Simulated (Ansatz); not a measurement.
# CoO (P1) in Ansatz: convergence with n extra bands

Aim: find how far n extra bands must go before the results for CoO settle, at PBE. This setting moves, with any that are tied to it; all else stays.

Everything below comes from runs of Ansatz 0.2.0. Logs are shortened: lines on timing, memory, paths and dates and some standing lists are left out, and cuts for length are marked.

### 1 The cell of the first run

The typed cell holds 2 atoms: a = 2.998 Å, b = 2.998 Å, c = 2.998 Å, α = 119.60°, β = 119.60°, γ = 90.69°.

The cell isn't the ideal one: atoms moved at random, drawn with an rms of 0.05 Å.

### 2 With n extra bands 1

input.yaml

```yaml
crystal:
  lattice:
    - [-1.50800044, 1.50800044, 2.10725036]
    - [1.50800044, -1.50800044, 2.10725036]
    - [1.50800044, 1.50800044, -2.10725036]
  atoms:
    - { symbol: Co, position: [-0.00528, 0.004943, 0.015325], spin: 2.0 }
    - { symbol: O, position: [0.514629, 0.499585, 0.00496] }
hamiltonian:
  xc: pbe
  pseudopotentials: { kind: paw }
magnetization:
  spin_polarized: true
kpoints:
  mp_grid: { grid: [8, 8, 9] }
scf:
  occupations: { method: gaussian, width: 0.05 }
  n_extra_bands: 1
output:
  forces: true
  stress: true
  eigenvalues: true
```

Potentials or basis: Ansatz PAW.

Command:

```
$ ansatz run input.yaml --threads 2 --pin off --max-ram 5632MiB --backend cpu --events-out ev --progress --plain --runs-dir out
```

Run time: 16 s. Hardware: 2 threads of Arm Neoverse V2, shared host; peak memory 0.44 GiB.

What came out:

- Free energy: -5692.0984 eV
- Pressure: 0.3 GPa
- Largest force: 0.120 eV/Å
- Band gap on the k mesh: none (metal or under the smearing width)
- Net moment: 2.93 μB per cell
- Absolute moment: 2.95 μB per cell
- Site moments: Co +2.46; O +0.32 μB

### 3 With n extra bands 2

input.yaml, as its differences from that of step 2:

```diff
@@ -17,3 +17,3 @@
   occupations: { method: gaussian, width: 0.05 }
-  n_extra_bands: 1
+  n_extra_bands: 2
 output:
```

Potentials or basis: Ansatz PAW.

Command:

```
$ ansatz run input.yaml --threads 2 --pin off --max-ram 5632MiB --backend cpu --events-out ev --progress --plain --runs-dir out
```

Wall time 12 s (2 threads of Arm Neoverse V2, shared host); peak memory 0.45 GiB.

Results:

* Free energy: -5692.0984 eV
* Pressure: 0.3 GPa
* Largest force: 0.120 eV/Å
* Band gap on the k mesh: none (metal or under the smearing width)
* Net moment: 2.93 μB per cell
* Absolute moment: 2.95 μB per cell
* Site moments: Co +2.46; O +0.32 μB

### 4 With n extra bands 4

input.yaml, as its differences from that of step 3:

```diff
@@ -17,3 +17,3 @@
   occupations: { method: gaussian, width: 0.05 }
-  n_extra_bands: 2
+  n_extra_bands: 4
 output:
```

Command:

```
$ ansatz run input.yaml --threads 2 --pin off --max-ram 5632MiB --backend cpu --events-out ev --progress --plain --runs-dir out
```

It took 15 s on 2 threads of Arm Neoverse V2, shared host; peak memory 0.46 GiB.

Results:

* Free energy: -5692.0984 eV
* Pressure: 0.3 GPa
* Largest force: 0.120 eV/Å
* Band gap on the k mesh: none (metal or under the smearing width)
* Net moment: 2.93 μB per cell
* Absolute moment: 2.95 μB per cell
* Site moments: Co +2.46; O +0.32 μB

### 5 With n extra bands 8

input.yaml, as its differences from that of step 4:

```diff
@@ -17,3 +17,3 @@
   occupations: { method: gaussian, width: 0.05 }
-  n_extra_bands: 4
+  n_extra_bands: 8
 output:
```

Command:

```
$ ansatz run input.yaml --threads 2 --pin off --max-ram 5632MiB --backend cpu --events-out ev --progress --plain --runs-dir out
```

It took 20 s on 2 threads of Arm Neoverse V2, shared host; peak memory 0.5 GiB.

Results (log left out):

* Free energy: -5692.0984 eV
* Pressure: 0.3 GPa
* Largest force: 0.120 eV/Å
* Band gap on the k mesh: none (metal or under the smearing width)
* Net moment: 2.93 μB per cell
* Absolute moment: 2.95 μB per cell
* Site moments: Co +2.46; O +0.32 μB

### 6 With n extra bands 16

input.yaml, as its differences from that of step 5:

```diff
@@ -17,3 +17,3 @@
   occupations: { method: gaussian, width: 0.05 }
-  n_extra_bands: 8
+  n_extra_bands: 16
 output:
```

Potentials or basis: Ansatz PAW.

Command:

```
$ ansatz run input.yaml --threads 2 --pin off --max-ram 5632MiB --backend cpu --events-out ev --progress --plain --runs-dir out
```

It took 24 s on 2 threads of Arm Neoverse V2, shared host; peak memory 0.57 GiB.

The run converged. Its results:

| Item | Value |
| --- | --- |
| Free energy | -5692.0984 eV |
| Pressure | 0.3 GPa |
| Largest force | 0.120 eV/Å |
| Band gap on the k mesh | none (metal or under the smearing width) |
| Net moment | 2.93 μB per cell |
| Absolute moment | 2.95 μB per cell |
| Site moments | Co +2.46; O +0.32 μB |

### 7 With n extra bands 32

input.yaml, as its differences from that of step 6:

```diff
@@ -17,3 +17,3 @@
   occupations: { method: gaussian, width: 0.05 }
-  n_extra_bands: 16
+  n_extra_bands: 32
 output:
```

Potentials or basis: Ansatz PAW.

Command:

```
$ ansatz run input.yaml --threads 2 --pin off --max-ram 5632MiB --backend cpu --events-out ev --progress --plain --runs-dir out
```

Standard output:

```text
Warning: RAYON_NUM_THREADS=2 ignored (pool sized by the plan → 2); use --threads N
scf.n_extra_bands = 32 over 12 filled bands (N_el = 23.0): the run solves 44 bands
Engine: ansatz 0.2.0, aarch64-unknown-linux-gnu
Pseudopotentials: kind: paw
Pseudopotential: Co, paw, valence charge 17, recommended cutoff 420 eV (normal), Co.paw.azcp
Pseudopotential: O, paw, valence charge 6, recommended cutoff 420 eV (normal), O.paw.azcp
Functional definition: PBE
  parameter kappa = 0.804
  parameter beta = 0.06672455060314922
  exchange = pbe_x(kappa = kappa, mu = beta*pi^2/3)
  correlation = pbe_c(beta = beta)
Crystal: 2 atoms, lattice volume = 19.168 Å³
Basis set: ecut = 420 eV, 339 PW (Γ), exchange–correlation on 48×48×48 points (8 copies of the dense FFT grid, shifted against one another)
Bands: 44, of which v1, the nominal top of the filled ones, is band 12 counted from 1 (11 counted from 0)
Symmetry: 1 space group operations
Space group: P1 (ITA 1), of the structure as read, at distance tolerance 2.7e-5 Å
Magnetic group: BNS 1.1 (UNI 1), of the structure as read, at distance tolerance 2.7e-5 Å
k-points: 290 of 576 (time reversal used)
Non-local potential: Co, projectors of the file, l = 0: 3, l = 1: 2, l = 2: 3, l = 3: 1
Non-local potential: O, projectors of the file, l = 0: 2, l = 1: 2, l = 2: 1
PAW form: soft (Blöchl's): semilocal exchange-correlation on the pseudo side does not see the compensation charge
PAW one-centre angular grid: Co, 590 points (default); XC on 64 Gauss nodes
PAW one-centre angular grid: O, 110 points (default); XC on 64 Gauss nodes
Initial density: superposition of atomic densities (chi_scale 0.1, normalization cell, long waves kept (reshape's long-wave potential 0.00 eV rms))
Starting moments: Σ|m| = 2 μB on 1 of 2 sites
Initial wavefunctions: pseudopotential atomic-orbital guess
Functional: x = pbe(κ = 0.804, μ = 0.2195149727645171), c = pbe(β = 0.06672455060314922)
SCF iter   1: F=—  HF=-5691.170949 eV  |F-HF|=—  |Δ(HF+E_count)|=         —  Δρ=1.12e-1 (↑1.12e-1 ↓1.07e-1)  dr2=6.35e0  dr2_m=1.06e-1  M=2.033 μB ∫|m|=2.033 μB  β_m=0.30  ethr=3.10e-3  ⟨swp⟩=4.8  Hψ=101392  notcnv=0  defer=6091
Mixer restart at iter 1: flushing history
preconditioner: auto → none  [metal: Δε(μ)=0.001 eV  Ē_g=45.922 eV  σ=0.050 eV  W_gap=0.01  n_scr=8 (ndim 8)  ℏωp=32.8 eV  f_vac=0.000  D(μ)=6.92/eV (n_scr^D=168)  sad-step TF]
SCF iter   2: F=—  HF=-5691.857205 eV  |F-HF|=—  |Δ(HF+E_count)|=   6.86e-1  Δρ=9.17e-2 (↑9.17e-2 ↓7.49e-2)  dr2=4.23e-1  dr2_m=1.08e0  M=2.709 μB ∫|m|=2.710 μB  β_m=0.35  ethr=3.10e-3  ⟨swp⟩=2.0  Hψ=37007  notcnv=0  defer=15148
SCF iter   3: F=—  HF=-5692.109578 eV  |F-HF|=—  |Δ(HF+E_count)|=   2.52e-1  Δρ=9.10e-2 (↑6.79e-2 ↓9.10e-2)  dr2=1.46e-1  dr2_m=1.04e0  M=2.960 μB ∫|m|=2.964 μB  β_m=0.30  ethr=1.84e-3  ⟨swp⟩=1.9  Hψ=32670  notcnv=0  defer=15155
SCF iter   4: F=—  HF=-5691.869167 eV  |F-HF|=—  |Δ(HF+E_count)|=         —  Δρ=3.27e-2 (↑2.97e-2 ↓3.27e-2)  dr2=2.65e-1  dr2_m=9.00e-2  M=2.716 μB ∫|m|=2.722 μB  β_m=0.68  ethr=6.36e-4  ⟨swp⟩=2.0  Hψ=32773  notcnv=0  defer=15155
Mixer restart at iter 4: flushing history
SCF iter   5: F=—  HF=-5692.081857 eV  |F-HF|=—  |Δ(HF+E_count)|=   2.13e-1  Δρ=6.15e-2 (↑2.90e-2 ↓6.15e-2)  dr2=5.52e-1  dr2_m=2.19e-1  M=2.994 μB ∫|m|=3.007 μB  β_m=0.41  ethr=6.36e-4  ⟨swp⟩=2.8  Hψ=37264  notcnv=0  defer=15191  recentre
SCF iter   6: F=—  HF=-5692.012841 eV  |F-HF|=—  |Δ(HF+E_count)|=   6.90e-2  Δρ=2.57e-2 (↑2.57e-2 ↓1.61e-2)  dr2=6.30e-2  dr2_m=5.96e-2  M=2.849 μB ∫|m|=2.859 μB  β_m=0.56  ethr=6.36e-4  ⟨swp⟩=2.8  Hψ=39383  notcnv=0  defer=15148
SCF iter   7: F=—  HF=-5692.112368 eV  |F-HF|=—  |Δ(HF+E_count)|=   9.95e-2  Δρ=1.64e-2 (↑7.27e-3 ↓1.64e-2)  dr2=5.06e-2  dr2_m=4.42e-3  M=2.937 μB ∫|m|=2.951 μB  β_m=0.55  ethr=2.74e-4  ⟨swp⟩=2.2  Hψ=35030  notcnv=0  defer=15181
SCF iter   8: F=—  HF=-5692.098198 eV  |F-HF|=—  |Δ(HF+E_count)|=   1.42e-2  Δρ=2.74e-3 (↑2.74e-3 ↓2.46e-3)  dr2=1.40e-4  dr2_m=1.09e-3  M=2.931 μB ∫|m|=2.947 μB  β_m=0.59  ethr=2.20e-4  ⟨swp⟩=2.0  Hψ=29113  notcnv=0  defer=15181
SCF iter   9: F=—  HF=-5692.098240 eV  |F-HF|=—  |Δ(HF+E_count)|=   4.15e-5  Δρ=8.19e-4 (↑7.36e-4 ↓8.19e-4)  dr2=7.69e-5  dr2_m=8.58e-5  M=2.930 μB ∫|m|=2.945 μB  β_m=0.77  ethr=6.07e-7  ⟨swp⟩=2.0  Hψ=36221  notcnv=0  defer=15176
SCF iter  10: F=—  HF=-5692.098434 eV  |F-HF|=—  |Δ(HF+E_count)|=   1.94e-4  Δρ=3.24e-4 (↑1.64e-4 ↓3.24e-4)  dr2=3.28e-6  dr2_m=8.03e-6  M=2.930 μB ∫|m|=2.946 μB  β_m=0.88  ethr=3.35e-7  ⟨swp⟩=1.5  Hψ=26484  notcnv=0  defer=15176
SCF iter  11: F=—  HF=-5692.098442 eV  |F-HF|=—  |Δ(HF+E_count)|=   7.40e-6  Δρ=1.96e-4 (↑5.26e-5 ↓1.96e-4)  dr2=1.90e-6  dr2_m=2.07e-6  M=2.931 μB ∫|m|=2.946 μB  β_m=0.94  ethr=1.42e-8  ⟨swp⟩=2.1  Hψ=32240  notcnv=0  defer=15176
SCF iter  12: F=—  HF=-5692.098447 eV  |F-HF|=—  |Δ(HF+E_count)|=   4.84e-6  Δρ=8.53e-5 (↑2.43e-5 ↓8.53e-5)  dr2=2.98e-7  dr2_m=3.56e-7  M=2.931 μB ∫|m|=2.946 μB  β_m=0.97  ethr=8.28e-9  ⟨swp⟩=2.0  Hψ=31572  notcnv=0  defer=15176
SCF iter  13: F=—  HF=-5692.098447 eV  |F-HF|=—  |Δ(HF+E_count)|=   9.10e-7  Δρ=4.93e-5 (↑3.23e-5 ↓4.93e-5)  dr2=5.37e-8  dr2_m=2.57e-7  M=2.931 μB ∫|m|=2.947 μB  β_m=0.99  ethr=1.30e-9  ⟨swp⟩=2.0  Hψ=32233  notcnv=0  defer=15176
SCF iter  14: F=—  HF=-5692.098448 eV  |F-HF|=—  |Δ(HF+E_count)|=   6.67e-8  Δρ=1.84e-5 (↑3.79e-6 ↓1.84e-5)  dr2=1.07e-8  dr2_m=1.74e-8  M=2.931 μB ∫|m|=2.947 μB  β_m=0.99  ethr=2.34e-10  ⟨swp⟩=2.0  Hψ=31904  notcnv=0  defer=15176
SCF iter  15: F=-5692.098448 eV  HF=-5692.098448 eV  |F-HF|=6.02e-8  |Δ(HF+E_count)|=   7.26e-8  Δρ=2.10e-5 (↑9.67e-6 ↓2.10e-5)  dr2=8.04e-8  dr2_m=1.90e-8  M=2.931 μB ∫|m|=2.946 μB  ethr=4.67e-11  ⟨swp⟩=7.9  Hψ=161913  notcnv=0
SCF 1 converged in 15 iterations: F = -5692.098448 eV  dr2 = 8.04e-8
SCF converged after 15 iterations
Magnetization: 2.9308 μB (12.9654 up, 10.0346 down)
Absolute magnetization: 2.9464 μB (∫|ρ↑−ρ↓|, with the PAW one-centre terms)
Spin contamination: 0.0078 ħ² per cell (⟨S²⟩ above its minimum at these occupations)
Per-site moments (μB) at R_I (Å): [(2.4631972996555955, 0.8479232065099761), (0.32101021294284127, 0.8479232065099761)]
Free energy (F): -5692.098448 eV
Harris-Foulkes:  -5692.098448 eV  (|F-HF|=6.02e-8)
Internal energy: -5692.093942 eV  (E = F + TS)
E sigma→0 (E₀):  -5692.096195 eV
Entropy (-TS):   -0.004506 eV (-2.253 meV/atom)
Fermi energy:    14.060893 eV
--- Per-component energies (eV) ---
  E_band       = -302.120890
  E_kinetic    = 617.908159
  E_local      = -3423.681073  (includes V_loc(G=0)·N_el)
  E_nonlocal   = 514.200357
  E_hartree    = 1406.183709
  E_xc         = -228.746078
  E_vxc        = -293.983469  (∫ρ·V_xc dr)
  E_paw        = -1676.968912  (= ΣΔE_a)
  E_vpaw       = -528.929278  (= ΣTr[D̂ρ^β])
  E_aug_tail   = 0.002486  (compensation charges beyond the density's cutoff)
  E_ewald      = -2900.992589
  E_smearing   = -0.004506  (= −TS)
  E_closure    = 0.000000  (closes the sum)
  Σ components = -5692.098448   (vs F -5692.098448, Δ=0.00e0)
--- Forces (eV/Å), atoms counted from 1 ---
  atom   1  Co    -0.05589401     0.02222012     0.10323391
  atom   2  O      0.05590000    -0.02222426    -0.10328967
  max |Σ_I F_I| component: 5.58e-5 eV/Å
--- Stress (GPa, compression-positive) ---
        0.059322      -0.091420       0.297580
       -0.091414       0.306052      -0.171961
        0.297536      -0.171975       0.647734
  P = ⅓ Tr σ = 0.3377 GPa (3.377 kbar)
--- Band table (eV; the first three rows and the last of 580) ---
  k-point 0 ↑: bands = ["-82.8307", "-46.1481", "-46.0796", "-46.0564", "-6.2895", "10.3661", "10.4275", "10.5443", "10.8459", "10.9584", "11.2359", "11.2408", "11.2801", "14.9941", "30.7606", "32.0737", "32.0987", "32.1489", "35.2214", "35.2398", "35.6615", "38.5907", "39.0349", "48.0380", "48.0766", "48.5995", "49.5094", "64.1137", "64.1624", "64.5593", "67.3726", "67.6580", "67.8490", "68.3159", "68.3861", "70.6401", "82.9365", "83.0751", "83.6003", "85.0988", "85.3980", "85.7320", "87.4833", "87.7167"]
  k-point 1 ↑: bands = ["-82.8303", "-46.1499", "-46.0838", "-46.0581", "-6.1240", "8.9609", "10.0678", "10.1742", "10.8494", "10.8869", "11.4973", "11.6914", "12.0494", "16.1304", "28.8858", "30.9616", "31.0528", "31.6895", "34.9289", "37.2212", "37.5049", "39.1493", "41.5189", "46.6869", "47.8189", "48.3572", "51.7319", "59.5288", "61.9224", "62.4423", "67.9983", "68.3626", "70.1733", "70.6959", "70.8159", "72.8373", "79.1409", "79.3599", "80.4103", "82.6208", "83.0544", "83.3531", "85.6710", "85.9043"]
  k-point 2 ↑: bands = ["-82.8288", "-46.1544", "-46.0943", "-46.0623", "-5.7183", "7.5440", "9.6686", "9.7378", "10.6243", "10.9576", "11.9526", "12.1025", "12.3292", "18.2953", "27.2241", "27.3978", "29.8767", "30.0359", "39.1873", "39.9295", "40.7991", "40.9877", "43.0753", "45.9717", "47.0734", "47.6449", "54.3506", "56.4149", "59.2933", "59.8477", "68.1166", "68.5674", "69.6304", "69.8915", "70.6364", "74.9318", "75.1238", "75.6060", "77.6533", "79.2658", "82.4976", "82.9122", "83.3664", "84.9480"]
  k-point 289 ↓: bands = ["-79.7636", "-43.1659", "-43.1078", "-43.1015", "-4.4017", "7.5881", "9.7975", "9.9928", "12.0499", "14.1926", "14.2074", "14.7744", "15.0906", "20.8885", "24.4352", "26.0034", "30.0288", "30.7597", "42.2102", "42.4127", "45.2426", "45.8881", "46.8113", "50.5932", "51.5206", "52.2829", "53.4007", "55.8080", "56.1156", "56.5147", "57.9317", "58.2628", "62.6273", "71.6421", "72.0549", "72.3881", "73.4126", "73.5374", "78.7907", "79.8275", "80.2390", "80.6183", "82.0632", "82.8179"]
```

Run time: 43 s. Hardware: 2 threads of Arm Neoverse V2, shared host; peak memory 0.74 GiB.

Results:

- Free energy: -5692.0984 eV
- Pressure: 0.3 GPa
- Largest force: 0.120 eV/Å
- Band gap on the k mesh: none (metal or under the smearing width)
- Net moment: 2.93 μB per cell
- Absolute moment: 2.95 μB per cell
- Site moments: Co +2.46; O +0.32 μB

### 8 Summary

| n extra bands | energy less the tightest run, at zero smearing (meV/atom) | SCF cycles | CPU time (s) | peak memory (GiB) |
| --- | --- | --- | --- | --- |
| 1 | 0.00 | 17 | 30 | 0.44 |
| 2 | 0.00 | 13 | 24 | 0.45 |
| 4 | 0.00 | 14 | 28 | 0.46 |
| 8 | 0.00 | 17 | 38 | 0.5 |
| 16 | 0.00 | 14 | 46 | 0.57 |
| 32 | 0.00 | 15 | 85 | 0.74 |

Against the tightest run, the energy stays within 1 meV/atom from 1 on. The tightest run that finished is the yardstick and may itself not be fully converged.

Caveats: a cell with one magnetic atom can't hold antiferromagnetic order, which such compounds often take; semilocal functionals often make such compounds metallic where correlation or magnetic order opens a gap, which also shifts bond lengths.
